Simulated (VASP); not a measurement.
A calculation with VASP 6.6.1 of W (ASE script, structure typed inline):

File run.py:

```python
from ase import Atoms
from ase.calculators.vasp import Vasp
from ase.dft.bandgap import bandgap

atoms = Atoms(
    ['W'],
    cell=[[0.0, 2.03, 2.03], [2.03, 0.0, 2.03], [2.03, 2.03, 0.0]],
    scaled_positions=[[0.0, 0.0, 0.0]],
    pbc=True,
)
calc = Vasp(
    directory='calc',
    xc='pbe',
    pp='PBE',
    setups='materialsproject',
    prec='Accurate',
    encut=520,
    ediff=1e-06,
    ismear=0,
    sigma=0.1,
    lreal=False,
    lasph=True,
    nelm=60,
    algo='Normal',
    isif=2,
    lwave=False,
    lcharg=False,
    kpts=[11, 11, 11],
    gamma=True,
    nbands=13,
)
atoms.calc = calc

print('energy (eV):', atoms.get_potential_energy())
print('free energy (eV):', atoms.get_potential_energy(force_consistent=True))
print('forces (eV/A):')
print(atoms.get_forces())
print('stress (eV/A^3, Voigt):', atoms.get_stress())
print('Fermi level (eV):', calc.get_fermi_level())
gap, top, bottom = bandgap(calc)
print('band gap (eV):', gap, 'from (spin, k, band)', top, 'to', bottom)
```

Potentials or basis: VASP PAW PBE potentials, release 64 (W_sv).

Command:

```sh
$ python run.py
```

This isn't the form of W at room conditions, which is bcc.

**Question.** Write the same calculation in another form: native input, structure from a POSCAR.

**Answer.** As run:

INCAR

```
SYSTEM = W
ALGO = Fast ; EDIFF = 1E-7
ENCUT = 520 ; GGA = PE
ISIF = 2 ; ISMEAR = 0
LASPH = .True. ; LCHARG = .False.
LREAL = .False. ; LWAVE = .False.
NBANDS = 13 ; NELM = 100
PREC = Accurate ; SIGMA = 0.1
```

Contents of KPOINTS:

```
k-points
0
Gamma
  11 11 11
  0 0 0
```

Contents of POSCAR:

```
W
1.0
    0.0000000000      2.0300000000      2.0300000000
    2.0300000000      0.0000000000      2.0300000000
    2.0300000000      2.0300000000      0.0000000000
W
1
Cartesian
    0.0000000000      0.0000000000      0.0000000000
```

Potentials or basis: VASP PAW PBE potentials, release 64 (W_sv).

Run with:

```bash
$ cat potpaw_PBE.64/W_sv/POTCAR > POTCAR
$ mpirun -np 1 vasp_std > vasp.out
```

Both were run:

|  | ASE script, structure typed inline | native input, structure from a POSCAR |
| --- | --- | --- |
| Pressure | -4.5 GPa | -4.5 GPa |
| Band gap on the k mesh | none (metal or under the smearing width) | none (metal or under the smearing width) |

Keys that steer only the numerical path or the files written may differ.
